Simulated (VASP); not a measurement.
# MnS (Fm-3m) in VASP: single point with PBE

Aim: the single point of MnS with PBE.

Everything below comes from runs of VASP 6.6.1. Logs are shortened: lines on timing, memory, paths and dates and some standing lists are left out, and cuts for length are marked.

## 1. The crystal as given

Symmetry: Fm-3m, No. 225, cubic system. The conventional cell has a = 5.209 Å, b = 5.209 Å, c = 5.209 Å, α = 90.00°, β = 90.00°, γ = 90.00°. Mn (site symmetry m-3m) has 6 S at 2.60 Å as nearest neighbours. Around S (site symmetry m-3m) lie 6 Mn at 2.60 Å.

## 2. Single point, PBE, collinear spin, typed start

INCAR reads:

```
SYSTEM = MnS
PREC = Accurate
ENCUT = 520
EDIFF = 1E-7
ISMEAR = 0
SIGMA = 0.05
LREAL = .False.
LASPH = .True.
NELM = 150
ALGO = Normal
ISIF = 2
LWAVE = .False.
LCHARG = .True.
ISPIN = 2
MAGMOM = 5 0
LORBIT = 11
LMAXMIX = 4
GGA = PE
LELF = .True.
LVHAR = .True.
NBANDS = 20
```

KPOINTS reads:

```
Automatic mesh
0
Gamma
  6 6 6
  0 0 0
```

POSCAR reads:

```
MnS
1.0
    0.0000000000      2.6045000000      2.6045000000
    2.6045000000      0.0000000000      2.6045000000
    2.6045000000      2.6045000000      0.0000000000
Mn S
1 1
Direct
    0.0000000000      0.0000000000      0.0000000000
    0.5000000000      0.5000000000      0.5000000000
```

Potentials or basis: VASP PAW PBE potentials, release 64 (Mn_pv, S).

Command:

```console
cat potpaw_PBE.64/Mn_pv/POTCAR potpaw_PBE.64/S/POTCAR > POTCAR
mpirun -np 1 vasp_std > vasp.out
```

OUTCAR:

```text
SYSTEM = MnS
   PREC = Accurate
   ENCUT = 520
   EDIFF = 1E-7
   ISMEAR = 0
   LREAL = .False.
   LASPH = .True.
   NELM = 150
   ISIF = 2
   ISPIN = 2
   LORBIT = 11
   GGA = PE

 ion  position               nearest neighbor table
   1  0.000  0.000  0.000-   2 2.60   2 2.60   2 2.60   2 2.60   2 2.60   2 2.60
   2  0.500  0.500  0.500-   1 2.60   1 2.60   1 2.60   1 2.60   1 2.60   1 2.60

  LATTYP: Found a face centered cubic cell.
 ALAT       =     5.2090000000

  Lattice vectors:

 A1 = (   0.0000000000,   2.6045000000,   2.6045000000)
 A2 = (   2.6045000000,   0.0000000000,   2.6045000000)
 A3 = (   2.6045000000,   2.6045000000,   0.0000000000)

Analysis of symmetry for initial positions (statically):
=====================================================================
 Subroutine PRICEL returns:
 Original cell was already a primitive cell.

 Routine SETGRP: Setting up the symmetry group for a
 face centered cubic supercell.

 Subroutine GETGRP returns: Found 48 space group operations
 (whereof 48 operations were pure point group operations)
 out of a pool of 48 trial point group operations.

The static configuration has the point symmetry O_h .

Analysis of symmetry for dynamics (positions and initial velocities):
=====================================================================
 Subroutine PRICEL returns:
 Original cell was already a primitive cell.

 Routine SETGRP: Setting up the symmetry group for a
 face centered cubic supercell.

 Subroutine GETGRP returns: Found 48 space group operations
 (whereof 48 operations were pure point group operations)
 out of a pool of 48 trial point group operations.

The dynamic configuration has the point symmetry O_h .

Analysis of structural, dynamic, and magnetic symmetry:
=====================================================================
 Subroutine PRICEL returns:
 Original cell was already a primitive cell.

 Routine SETGRP: Setting up the symmetry group for a
 face centered cubic supercell.

 Subroutine GETGRP returns: Found 48 space group operations
 (whereof 48 operations were pure point group operations)
 out of a pool of 48 trial point group operations.

The overall configuration has the point symmetry O_h .

 Subroutine INISYM returns: Found 48 space group operations
 (whereof 48 operations are pure point group operations),
 and found     1 'primitive' translations

----------------------------------------------------------------------------------------

                                     Primitive cell

  volume of cell :      35.3348

  direct lattice vectors                    reciprocal lattice vectors
     0.000000000  2.604500000  2.604500000    -0.191975427  0.191975427  0.191975427
     2.604500000  0.000000000  2.604500000     0.191975427 -0.191975427  0.191975427
     2.604500000  2.604500000  0.000000000     0.191975427  0.191975427 -0.191975427

  length of vectors
     3.683319223  3.683319223  3.683319223     0.332511194  0.332511194  0.332511194

  position of ions in fractional coordinates (direct lattice)
     0.000000000  0.000000000  0.000000000
     0.500000000  0.500000000  0.500000000

  ion indices of the primitive-cell ions
   primitive index   ion index
                 1           1
                 2           2

----------------------------------------------------------------------------------------

 KPOINTS: Automatic mesh

Automatic generation of k-mesh.
 Grid dimensions read from file:
 generate k-points for:    6    6    6

 Generating k-lattice:

  Cartesian coordinates                     Fractional coordinates (reciprocal lattice)
    -0.031995905  0.031995905  0.031995905     0.166666667  0.000000000  0.000000000
     0.031995905 -0.031995905  0.031995905     0.000000000  0.166666667  0.000000000
     0.031995905  0.031995905 -0.031995905     0.000000000  0.000000000  0.166666667

  Length of vectors
     0.055418532  0.055418532  0.055418532

  Shift w.r.t. Gamma in fractional coordinates (k-lattice)
     0.000000000  0.000000000  0.000000000

 Subroutine IBZKPT returns following result:
 ===========================================

 Found     16 irreducible k-points:

 Following reciprocal coordinates:
            Coordinates               Weight
  0.000000  0.000000  0.000000      1.000000
  0.166667  0.000000  0.000000      8.000000
  0.333333  0.000000  0.000000      8.000000
  0.500000  0.000000  0.000000      4.000000
  0.166667  0.166667  0.000000      6.000000
  0.333333  0.166667  0.000000     24.000000
[... 8 lines left out ...]
 -0.333333  0.333333  0.166667     24.000000
 -0.333333  0.500000  0.166667     12.000000
   k-points           NKPTS =     16   k-points in BZ     NKDIM =     16   number of bands    NBANDS=     20
   number of dos      NEDOS =    301   number of ions     NIONS =      2
   total plane-waves  NPLWV =  21952
   dimension x,y,z NGX =    28 NGY =   28 NGZ =   28
   dimension x,y,z NGXF=    56 NGYF=   56 NGZF=   56
   ions per type =               1   1
   NGX,Y,Z   is equivalent  to a cutoff of  12.64, 12.64, 12.64 a.u.
   NGXF,Y,Z  is equivalent  to a cutoff of  25.28, 25.28, 25.28 a.u.
 SYSTEM =  MnS
   PREC   = accura    normal or accurate (medium, high low for compatibility)
   ISTART =      0    job   : 0-new  1-cont  2-samecut
   ICHARG =      2    charge: 1-file 2-atom 10-const
   ISPIN  =      2    spin polarized calculation?
   LNONCOLLINEAR =      F non collinear calculations
   LSORBIT =      F    spin-orbit coupling
   LASPH  =      T    aspherical Exc in radial PAW
   ENCUT  =  520.0 eV  38.22 Ry    6.18 a.u.   6.85  6.85  6.85*2*pi/ulx,y,z
   NELM   =    150;   NELMIN=  2; NELMDL= -5     # of ELM steps
   EDIFF  = 0.1E-06   stopping-criterion for ELM
   LREAL  =      F    real-space projection
   EDIFFG = 0.1E-05   stopping-criterion for IOM
   NSW    =      0    number of steps for IOM
   IBRION =     -1    ionic relax: 0-MD 1-quasi-New 2-CG
   NFREE  =      0    steps in history (QN), initial steepest desc. (CG)
   ISIF   =      2    stress and relaxation
   ISYM   =      2    0-nonsym 1-usesym 2-fastsym
   POTIM  = 0.5000    time-step for ionic-motion
   TEBEG  =    0.0;   TEEND  =   0.0 temperature during run
   PSTRESS=    0.0 pullay stress
   NELECT =      19.0000    total number of electrons
   NUPDOWN=      -1.0000    fix difference up-down
   EMIN   =  10.00;   EMAX   =-10.00  energy-range for DOS
   EFERMI =   0.00;   METHOD = LEGACY
   ISMEAR =     0;   SIGMA  =   0.05  broadening in eV -4-tet -1-fermi 0-gaus
   EFERMI_NEDOS =   21; number of points for ismear=-14 and -15
   IALGO  =     38    algorithm
   IMIX   =      4    mixing-type and parameters
     AMIX     =   0.40;   BMIX     =  1.00
     AMIX_MAG =   1.60;   BMIX_MAG =  1.00
  volume/ion in A,a.u.               =      17.67       119.23
  Fermi-wavevector in a.u.,A,eV,Ry     =   1.331246  2.515690 24.112464  1.772216
  Thomas-Fermi vector in A             =   2.460272
   LORBIT       =     11    0 simple, 1 ext, 2 COOP (PROOUT), +10 PAW based schemes
   GGA     = PE    functional components
   LHFCALC =     F    Hartree Fock is set to
   AEXX    =    0.0000 exact exchange contribution
   IVDW    =     0    specifies the selected vdW correction
   LEPSILON=     F    determine dielectric tensor
   LRPA    =     F    only Hartree local field effects (RPA)
 spin polarized calculation
 Gauss-broadening in eV      SIGMA  =   0.05
  energy-cutoff  :      520.00
  volume of cell :       35.33
 maximum number of plane-waves:       962
   NGX = 13   NGY = 13   NGZ = 13

 number of electron      18.9999989 magnetization       4.6672045

 Free energy of the ion-electron system (eV)
  ---------------------------------------------------
  ext. energy  EPLUGINS =         0.00000000
  ---------------------------------------------------
  free energy    TOTEN  =       -14.07702051 eV

  energy without entropy =      -14.07587700  energy(sigma->0) =      -14.07644876

 E-fermi :   6.6381     XC(G=0): -10.6449

 val. band max:        6.6215362086   @ k =  -0.1667   0.1667   0.0000
 cond. band min:       6.6389752027   @ k =   0.1667   0.1667   0.0000
 fundamental gap:      0.0174389940
 Fermi energy:         6.6381196181

 spin component 1

 k-point     1 :       0.0000    0.0000    0.0000
  band No.  band energies     occupation
      1     -44.0459      1.00000
      2     -44.0458      1.00000
      3     -44.0458      1.00000
      4      -7.9441      1.00000
      5       3.2700      1.00000
      6       3.2700      1.00000
[... 12 lines left out ...]
     19      18.4170      0.00000
     20      18.8052      0.00000

 k-point     2 :       0.1667    0.0000    0.0000
  band No.  band energies     occupation
      1     -44.0478      1.00000
      2     -44.0461      1.00000
      3     -44.0461      1.00000
      4      -7.6714      1.00000
      5       2.4645      1.00000
      6       2.7244      1.00000
[... 12 lines left out ...]
     19      18.0044      0.00000
     20      20.4047      0.00000

 k-point     3 :       0.3333    0.0000    0.0000
  band No.  band energies     occupation
      1     -44.0518      1.00000
      2     -44.0467      1.00000
      3     -44.0467      1.00000
      4      -7.0138      1.00000
      5       0.5227      1.00000
      6       2.0284      1.00000
[... 12 lines left out ...]
     19      17.9955      0.00000
     20      24.7192      0.00000

 k-point     4 :       0.5000    0.0000    0.0000
  band No.  band energies     occupation
      1     -44.0538      1.00000
      2     -44.0470      1.00000
      3     -44.0470      1.00000
      4      -6.5930      1.00000
      5      -0.4143      1.00000
      6       1.7722      1.00000
[... 242 lines left out ...]
     19      22.0828      0.00000
     20      22.3200      0.00000

 k-point    15 :      -0.3333    0.3333    0.1667
  band No.  band energies     occupation
      1     -44.0521      1.00000
      2     -44.0500      1.00000
      3     -44.0482      1.00000
      4      -6.4334      1.00000
      5       0.5675      1.00000
      6       1.4674      1.00000
[... 12 lines left out ...]
     19      21.3418      0.00000
     20      23.3824      0.00000

 k-point    16 :      -0.3333    0.5000    0.1667
  band No.  band energies     occupation
      1     -44.0521      1.00000
      2     -44.0500      1.00000
      3     -44.0490      1.00000
      4      -6.4051      1.00000
      5       1.0049      1.00000
      6       1.7914      1.00000
[... 12 lines left out ...]
     19      20.8218      0.00000
     20      22.4909      0.00000
 Fermi energy:         6.6381196181

 spin component 2

 k-point     1 :       0.0000    0.0000    0.0000
  band No.  band energies     occupation
      1     -39.5431      1.00000
      2     -39.5431      1.00000
      3     -39.5431      1.00000
      4      -7.6636      1.00000
      5       4.9641      1.00000
      6       4.9641      1.00000
[... 12 lines left out ...]
     19      19.4397      0.00000
     20      20.4961      0.00000

 k-point     2 :       0.1667    0.0000    0.0000
  band No.  band energies     occupation
      1     -39.5458      1.00000
      2     -39.5435      1.00000
      3     -39.5435      1.00000
      4      -7.4031      1.00000
      5       3.3396      1.00000
      6       4.3134      1.00000
[... 12 lines left out ...]
     19      18.9407      0.00000
     20      21.2911      0.00000

 k-point     3 :       0.3333    0.0000    0.0000
  band No.  band energies     occupation
      1     -39.5514      1.00000
      2     -39.5442      1.00000
      3     -39.5442      1.00000
      4      -6.7829      1.00000
      5       1.2040      1.00000
      6       3.5539      1.00000
[... 12 lines left out ...]
     19      19.1697      0.00000
     20      25.0608      0.00000

 k-point     4 :       0.5000    0.0000    0.0000
  band No.  band energies     occupation
      1     -39.5541      1.00000
      2     -39.5446      1.00000
      3     -39.5446      1.00000
      4      -6.3946      1.00000
      5       0.2632      1.00000
      6       3.2732      1.00000
[... 245 lines left out ...]
 k-point    15 :      -0.3333    0.3333    0.1667
  band No.  band energies     occupation
      1     -39.5516      1.00000
      2     -39.5488      1.00000
      3     -39.5463      1.00000
      4      -6.2120      1.00000
      5       1.1966      1.00000
      6       2.1990      1.00000
[... 12 lines left out ...]
     19      21.9225      0.00000
     20      24.2141      0.00000

 k-point    16 :      -0.3333    0.5000    0.1667
  band No.  band energies     occupation
      1     -39.5516      1.00000
      2     -39.5487      1.00000
      3     -39.5474      1.00000
      4      -6.1687      1.00000
      5       1.4389      1.00000
      6       2.4736      1.00000
[... 12 lines left out ...]
     19      21.1673      0.00000
     20      23.1967      0.00000

------------------------ aborting loop because EDIFF is reached ----------------------------------------

  FORCE on cell =-STRESS in cart. coord.  units (eV):
  Direction    XX          YY          ZZ          XY          YZ          ZX
  --------------------------------------------------------------------------------------
  -------------------------------------------------------------------------------------
  Total       -0.7745502     -0.7745502     -0.7745502      0.0000000      0.0000000      0.0000000
  in kB      -35.1202068    -35.1202068    -35.1202068      0.0000000      0.0000000      0.0000000
  external PRESSURE =     -35.1202068 kB  Pullay stress =       0.0000000 kB

 VOLUME and BASIS-vectors are now :
 -----------------------------------------------------------------------------
  energy-cutoff  :      520.00
  volume of cell :       35.33
      direct lattice vectors                 reciprocal lattice vectors
     0.000000000  2.604500000  2.604500000    -0.191975427  0.191975427  0.191975427
     2.604500000  0.000000000  2.604500000     0.191975427 -0.191975427  0.191975427
     2.604500000  2.604500000  0.000000000     0.191975427  0.191975427 -0.191975427

 POSITION                                       TOTAL-FORCE (eV/Angst)
 -----------------------------------------------------------------------------------
      0.00000      0.00000      0.00000         0.000000     -0.000000      0.000000
      2.60450      2.60450      2.60450        -0.000000      0.000000     -0.000000
 -----------------------------------------------------------------------------------
    total drift:                               -0.000000      0.000000      0.000000

  FREE ENERGIE OF THE ION-ELECTRON SYSTEM (eV)
  ---------------------------------------------------
  free  energy   TOTEN  =       -14.0770205119 eV

  energy  without entropy=      -14.0758770050  energy(sigma->0) =      -14.07644876

 total charge

# of ion       s       p       d       tot
------------------------------------------
    1        0.215   6.162   4.931  11.307
    2        1.328   2.397   0.000   3.724
--------------------------------------------------
tot          1.542   8.559   4.931  15.032

 magnetization (x)

# of ion       s       p       d       tot
------------------------------------------
    1        0.051   0.039   4.143   4.232
    2        0.026   0.072   0.000   0.098
--------------------------------------------------
tot          0.077   0.110   4.143   4.330
```

It took 24 s on 1 thread of Intel Xeon Platinum 8375C at 2.90GHz (Ice Lake), shared host; peak memory 0.17 GiB.

Results:

```yaml
Free_energy: -14.0770 eV
Pressure: -3.5 GPa
Band_gap_on_the_k_mesh: none (metal or under the smearing width)
Net_moment: 4.67 μB per cell
Site_moments: Mn +4.23; S +0.10 μB
Valence_electrons_inside_the_program's_atomic_spheres: Mn 11.31; S 3.72
```

Levels at points of the mesh, in eV from the Fermi level:
Spin up:
| k point | band 10 | band 11 | band 12 | band 13 | band 14 | band 15 |
| --- | --- | --- | --- | --- | --- | --- |
| (0.00, 0.00, 0.00) | -1.88 | -1.88 | -1.88 | 1.72 | 8.60 | 8.60 |
| (0.50, 0.00, 0.00) | -2.48 | 0.39 | 0.39 | 2.83 | 5.39 | 5.39 |
| (0.50, 0.50, 0.00) | -2.72 | -2.72 | -2.24 | 0.86 | 5.48 | 10.14 |
Spin down:
| k point | band 3 | band 4 | band 5 | band 6 | band 7 | band 8 | band 9 | band 10 | band 11 | band 12 |
| --- | --- | --- | --- | --- | --- | --- | --- | --- | --- | --- |
| (0.00, 0.00, 0.00) | -46.18 | -14.30 | -1.67 | -1.67 | -1.67 | 0.30 | 0.30 | 0.30 | 0.35 | 0.35 |
| (0.50, 0.00, 0.00) | -46.18 | -13.03 | -6.37 | -3.36 | -3.36 | 1.26 | 1.26 | 1.45 | 3.16 | 3.16 |
| (0.50, 0.50, 0.00) | -46.19 | -12.87 | -5.56 | -3.19 | -3.19 | -0.81 | 0.77 | 1.50 | 1.50 | 1.61 |

Caveat: a cell with one magnetic atom can't hold antiferromagnetic order, which such compounds often take; semilocal functionals often make such compounds metallic where correlation or magnetic order opens a gap, which also shifts bond lengths. With open d or f shells a metallic result of PBE can be an artefact of self-interaction; +U or a hybrid may open a gap.
